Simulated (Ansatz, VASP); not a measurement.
# One calculation of V, two programs

Contents of POSCAR:

```
V
1.0
   -1.4910375985      1.4910375985      1.4910375985
    1.4910375985     -1.4910375985      1.4910375985
    1.4910375985      1.4910375985     -1.4910375985
V
1
Direct
    0.0000000000      0.0000000000      0.0000000000
```

INCAR.step1

```
SYSTEM = V
PREC = Accurate
ENCUT = 520
ISMEAR = 0
SIGMA = 0.05
LREAL = .FALSE.
LASPH = .TRUE.
NELM = 100
NBANDS = 12
GGA = PE
ALGO = Normal
EDIFF = 1E-4
LWAVE = .TRUE.
LCHARG = .FALSE.
```

File INCAR.step2:

```
SYSTEM = V
PREC = Accurate
ENCUT = 520
EDIFF = 1E-8
ISMEAR = 0
SIGMA = 0.05
LREAL = .FALSE.
LASPH = .TRUE.
NELM = 100
ALGO = Normal
ISIF = 2
LWAVE = .FALSE.
LCHARG = .FALSE.
METAGGA = R2SCAN
LMIXTAU = .TRUE.
LEFG = .TRUE.
NBANDS = 12
ISTART = 1
```

Contents of KPOINTS:

```
regular mesh
0
G
  20 20 20
  0 0 0
```

Input for Ansatz:

```yaml
crystal:
  lattice:
    - [-1.4910375985, 1.4910375985, 1.4910375985]
    - [1.4910375985, -1.4910375985, 1.4910375985]
    - [1.4910375985, 1.4910375985, -1.4910375985]
  atoms:
    - { symbol: V, position: [0.0, 0.0, 0.0] }
basis:
  ecutwfc: 500
  ecutrho_ratio: 4
kpoints:
  mp_grid: { grid: [20, 20, 20] }
hamiltonian:
  xc: r2scan
scf:
  occupations: { method: gaussian, width: 0.05 }
output:
  forces: true
  stress: true
  eigenvalues: true
  efg: { contact_densities: true, quadrupole_moments_barn: { V: -0.052 } }
```

Alike in both runs: task electric field gradients; functional r2SCAN; k mesh 20 × 20 × 20; occupations gaussian, width 0.05 eV; no spin polarisation.

```csv
,VASP,Ansatz
version,VASP 6.6.1,Ansatz 0.2.0
potentials or method,"VASP PAW PBE potentials, release 64 (V_sv)","scalar-relativistic, plane waves, PAW"
plane-wave cutoff (eV),520,500
valence electrons in the cell,13,13
```

VASP gave:

- gap on the k mesh at the Fermi level (eV): none
- pressure (GPa): 0.7
- Vzz of the field gradient on the site that differs most (V/Å²): 0.0

Task: What did Ansatz give for the same quantities?

Result: gap on the k mesh at the Fermi level (eV): none; pressure (GPa): 0.0; Vzz of the field gradient on the site that differs most (V/Å²): 0.0.

A gap of «none» marks a metal or a gap that the smearing closes. With one functional, cell and mesh, what is left measures potentials, basis and numerics.

Caveats: the PAW data sets were made with another functional, which shifts forces and pressure a little (VASP).
